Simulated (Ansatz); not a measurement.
**Al started on a N site in wurtzite AlN, 96 atoms, charge +2**

All numbers come from Ansatz (PAW, plane waves, no spin–orbit coupling) at the single k point (¼, ¼, ¼) without its symmetry partners. The atoms were relaxed with PBEsol in a fixed cell; other functionals are single points on those atoms unless said otherwise. The valence top and gap of the host come from its small cell on a dense mesh, with the band extrema sought between the mesh points, lined up by the mean potential, PBEsol gap 4.09 eV, HSE06 gap 5.54 eV. The charge correction uses an assumed dielectric constant of 8.5.

Cell: a = 9.341 Å, b = 10.787 Å, c = 9.967 Å, α = 90.00°, β = 90.00°, γ = 90.00°.

Nearest atoms after relaxation, from the placed atom (for vacancies from the middle of the vacant sites): N at 2.07 Å, N at 2.17 Å, Al at 2.27 Å, Al at 2.42 Å, Al at 2.48 Å, Al at 2.68 Å, Al at 2.77 Å, N at 2.95 Å.

Chemical potentials μ are those of reference phases of the elements at zero temperature by the same functional (the usual solids, diamond for C, grey Sn, and the molecules H2, N2, O2, F2, Cl2, Br2 and S8).

| functional | E(defect) − E(host) − Σ nμ + q·E_VBM (eV) | monopole (eV) | alignment (eV) | formation energy at E_F = VBM (eV) | moment (μB) | wall time, shared host |
| --- | --- | --- | --- | --- | --- | --- |
| PBEsol | 5.70 | 0.95 | -0.21 | 6.44 | 0 (no spin) | 12 s on NVIDIA GB200 (relaxation) |
| HSE06 | 4.58 | 0.95 | -0.19 | 5.34 | 0 (no spin) | 14 s on NVIDIA GB200 |

HSE06 one-electron levels near the gap (the ten most localised at most), from the host's valence top, not corrected for the charge's images:

| level (eV) | spin | filling | atoms sharing it | element of the atom with most weight |
| --- | --- | --- | --- | --- |
| -0.24 | both | 2.00 | 56.9 | spread |
| -0.20 | both | 2.00 | 46.1 | spread |
| -0.12 | both | 2.00 | 53.6 | spread |
| -0.02 | both | 2.00 | 43.1 | spread |
| 0.05 | both | 2.00 | 30.7 | spread |
| 2.92 | both | 2.00 | 8.3 | Al |
| 4.69 | both | 0.00 | 9.5 | Al |
| 5.07 | both | 0.00 | 11.7 | Al |

All elements are taken at their own reference at once; growth conditions in equilibrium with the host shift these energies, by up to the host's formation enthalpy.

One k point and a cell of this size can leave errors of several tenths of an eV in such numbers.
